**1. What does it cost to arrange aluminium atoms differently?**

Three sizes are worth remembering. Stacking the same dense layers in another order costs 12 to 20 meV per atom in the four cases listed, where 10 meV per atom is about 1 kJ/mol. Changing the nearest neighbours while keeping the packing fairly dense, as in bcc (space group 229), costs about 100 meV. Taking neighbours away can cost several hundred.

Crystal forms of aluminium, computed with Ansatz 0.2.0 by scalar-relativistic DFT with the PBE functional, PAW and plane waves up to 420 eV, without spin polarisation or a dispersion correction. Cell and atoms were relaxed, keeping the symmetry of the start. Energies are extrapolated to zero smearing from a Gaussian smearing of 0.1 eV.

```
space group number       found from  atoms in cell  volume per atom (Å³)  closest atoms (Å)  energy over the lowest form listed (meV/atom)
               225    database cell              1                 16.50              2.860                                              0
               164   stacked layers              5                 16.57              2.840                                             12
               166  swapped species              4                 16.58              2.830                                             14
               194    database cell              4                 16.55              2.850                                             14
               166  swapped species              3                 16.62              2.860                                             20
               167  swapped species              8                 17.03              2.600                                             76
               223  swapped species              8                 16.91              2.570                                             79
               167  swapped species              6                 17.56              2.760                                             88
               229    database cell              1                 16.93              2.800                                             95
               166  swapped species              2                 17.73              2.710                                            100
               191  swapped species              3                 17.15              2.660                                            116
                69  swapped species              2                 17.90              2.740                                            130
               189  swapped species              5                 18.76              2.770                                            132
               139  swapped species              2                 18.67              2.680                                            154
               227    decorated net              6                 17.46              2.650                                            160
                64  swapped species              4                 20.51              2.590                                            184
               166  swapped species             12                 23.68              2.560                                            263
               141  swapped species              2                 19.19              2.730                                            280
               194  swapped species              8                 22.81              2.560                                            368
               223     random sites              6                 20.67              2.490                                            375
```

All energies are counted from fcc, space group 225, which is the lowest form here and also the densest. The column "found from" tells how a run began, not where it ended: the fcc run began as a database cell of the tellurium type and relaxed into fcc.

**2. Why do four other forms come so close to fcc?**

The relaxed cells show that the first five rows are all built from the same close-packed layers. In each of them an atom has twelve nearest neighbours at about 2.8 to 2.9 Å, so the strongest part of the bonding is almost unchanged. What differs is the position of the next layer but one. In fcc, the layers above and below a given layer are shifted against each other. Around an hcp-like layer they lie directly over each other, which brings some atoms to about 4.7 Å instead of 5.0 Å.

Such distant atoms still feel each other because the conduction electrons screen every ion with a density that ripples outwards. Depending on the distance, a ripple favours or disfavours a neighbour. This is the standard theory of simple metals; the table shows only the resulting energy, which is small because the change begins so far out.

**3. Can the cost of a stacking be predicted?**

Suppose that each hcp-like layer adds the same energy $c$ per atom of that layer. If $x$ is the fraction of such layers, the energy over fcc is $E = c\,x$. One constant, fitted to the first five rows, gives $c \approx 29$ meV. In form 166 with three atoms in the cell, the stacking called 9R, two layers out of three are hcp-like, so the rule gives $\tfrac{2}{3}\times 29 \approx 19$ meV. The calculation gives 20 meV, though this row took part in the fit.

A sharper test is the pair with four atoms in the cell, 166 and 194. Half the layers are hcp-like in both, but they follow one another in a different order. Both forms lie 14 meV above fcc, so any effect of the sequence is too small to be seen at the accuracy of these energies. The printed analysis below compares the rule with each of the five rows. Plain hcp, in which every layer is hcp-like, is not in the table; the rule leads one to expect it about 29 meV above fcc. The rule ends where the close-packed layers end: bcc has none to count.

**4. Is the larger volume the real reason for the higher energy?**

Form 166 with three atoms takes 0.12 Å$^3$ per atom more than fcc. Stretching fcc by $\Delta V$ costs about $B(\Delta V)^2/2V$, where $V$ is its volume per atom and $B$ its bulk modulus, roughly 76 GPa as a recalled value. The result is 0.2 meV, a hundredth of the 20 meV to be explained. For bcc the same estimate gives 3 meV out of 95. In these forms the arrangement sets the energy, and the extra volume is a by-product.

Over the whole table, higher energy does tend to go with larger volume, but the order is not strict. Form 141 is much denser than form 166 with twelve atoms, yet lies 17 meV higher.

**5. What happens when atoms lose neighbours?**

Space group 223 appears twice and gives a clean comparison. With eight atoms in the cell it is the A15 structure, which has chains of atoms and further atoms between the chains. With six atoms only the chains are left. Each chain atom then has ten near neighbours instead of fourteen, and the energy rises from 79 to 375 meV per atom.

The cost of emptying the sites follows from the two cells. Moving the two removed atoms into fcc, where their energy is zero on this scale, costs $(6\times 375 - 8\times 79)/2 = 809$ meV for each, or about 0.8 eV.

The remaining atoms draw together: the closest distance falls from 2.57 to 2.49 Å. In a metal, fewer neighbours usually mean shorter and individually stronger bonds, but the gain does not make up for the bonds lost. A short contact is therefore a poor sign of stability. Fcc, the lowest form, shares the longest closest distance in the table.

**6. Which digits can be trusted?**

The energies are good to about 4 meV per atom. The order of the three forms at 12, 14 and 14 meV is therefore open, as is that of the pair at 76 and 79 meV and of the pair at 130 and 132 meV. A slightly wider gap, such as that between 95 and 100 meV, is hardly safer, since both energies can be off. The gap of 56 meV between the layered forms and all the others is safe.

A reliable energy does not make a form that could exist. Each relaxation could gain symmetry but not lose any that its starting structure had, so an arrangement can be balanced on a ridge instead of resting in a valley. Bcc aluminium is known to be such a case at ordinary pressure: a small shear lets it slide towards a denser packing. Other high rows may share this fate.

**7. What does the rule mean for real metal, and for another element?**

When one part of an fcc grain slips over the rest by only part of an atomic step, it leaves a stacking fault, where the layers no longer follow in the fcc order. This fault contains two neighbouring hcp-like layers and so, by the rule, costs $2\times 29 = 58$ meV for each atom's share of the plane. With atoms 2.86 Å apart, that share is $(\sqrt{3}/2)\times 2.86^2 \approx 7.1$ Å$^2$. The fault energy is then $0.058/7.1 \approx 0.008$ eV/Å$^2$, or about 0.13 J/m$^2$. If $c$ were taken from form 166 with three atoms alone, an error of 4 meV there would shift it by 6 meV, a fifth of its value. The fit to several rows softens an error in a single row, but not one that the stackings share, so only the first digit should be trusted.

That is a high fault energy for an fcc metal. It keeps dislocations from splitting into widely separated halves, so they change slip planes easily, which is one reason why deformed aluminium recovers so readily on heating.

For another close-packed metal, the first thing to ask is the sign of $c$. In a simple metal it depends on how the electron ripples fit the distant shells, and so on the number of conduction electrons and the size of the atom; in a transition metal the filling of the d bands matters most. Magnesium, with two conduction electrons per atom instead of three, is hcp. There an hcp-like layer lowers the energy, and the more of them a stacking holds, the lower it should lie.

The analysis program printed:

```
Gap between the fifth and sixth form (meV/atom): 56
Fraction of hcp-like layers in the first five rows: 225 0, 164 0.4, 166 0.5, 194 0.5, 166 0.6667
Fitted cost of one hcp-like layer (meV per atom of that layer): 29.09
Energy predicted from the fraction in the first five rows (meV/atom): 225 0, 164 11.64, 166 14.55, 194 14.55, 166 19.4
Prediction less computed energy in the first five rows (meV/atom): 225 0, 164 -0.3622, 166 0.5473, 194 0.5473, 166 -0.6036
Change of the layer cost if the 9R energy is off by 4 meV/atom (meV): 6
Distance of atoms directly over each other across an hcp-like layer, ideal packing (angstrom): 4.67
Stacking fault energy estimated from two hcp-like layers (J/m^2): 0.1316
Neighbouring pairs in the list no more than 4 meV/atom apart (count): 4
Elastic cost of stretching fcc to the 9R volume (meV/atom): 0.207
Elastic cost of stretching fcc to the bcc volume (meV/atom): 2.658
Rank correlation of energy and volume, all rows: 0.9398
Rank correlation of energy and closest distance, all rows: -0.7444
Volume of the 12-atom form 166 less that of form 141 (angstrom^3/atom): 4.49
Energy of the 12-atom form 166 less that of form 141 (meV/atom): -17
Half the cubic edge of form 223 with 8 atoms (angstrom): 2.567
Half the cubic edge of form 223 with 6 atoms (angstrom): 2.493
Shrinkage of the A15 cell when its 2a sites are empty (percent): 8.323
Energy to take one 2a atom out of A15 and place it in fcc (meV): 809
```
